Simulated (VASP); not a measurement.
Hf under changes of volume

One of the cells (22.828 Å³/atom); the others are scaled copies at fixed shape and fractional positions:

```
Hf
1.0
     3.21787    0.00000    0.00000
    -1.60894    2.78676    0.00000
     0.00000    0.00000    5.09130
Hf
2
Direct
  0.66667 0.33333 0.75000
  0.33333 0.66667 0.25000
```

- Program: VASP 6.6.1
- Functional: PBE
- Potentials or basis: VASP PAW PBE potentials, release 64 (Hf_pv)
- Cutoff: 520 eV
- k mesh: 10 × 10 × 5
- Occupations: fermi-dirac, width 0.05 eV
- Spin: no spin polarisation

```csv
volume (Å³/atom),energy over the lowest point (meV/atom),pressure (GPa)
21.037,?,?
21.485,10.83,4.9
21.933,0.76,2.4
22.828,0.00,-1.9
23.276,8.24,-3.8
23.723,21.54,-5.5
```

Problem. What does the run at 21.037 Å³/atom give?

Solution. Energy over the lowest point 28.16 meV/atom; pressure 7.6 GPa.

Worked out: A Birch-Murnaghan fit of order 3 (a polynomial in V^(-2/3)) to the other rows has its minimum at 22.40 Å³/atom with B0 = V·E''(V) = 108 GPa and B' = 3.4 at fixed shape and positions, which overstates the stiffness. It gives 28.18 meV/atom at 21.037 Å³/atom, against the run's 28.16, and -dE/dV = 7.6 GPa, against 7.6.

Energies are extrapolated to zero smearing.
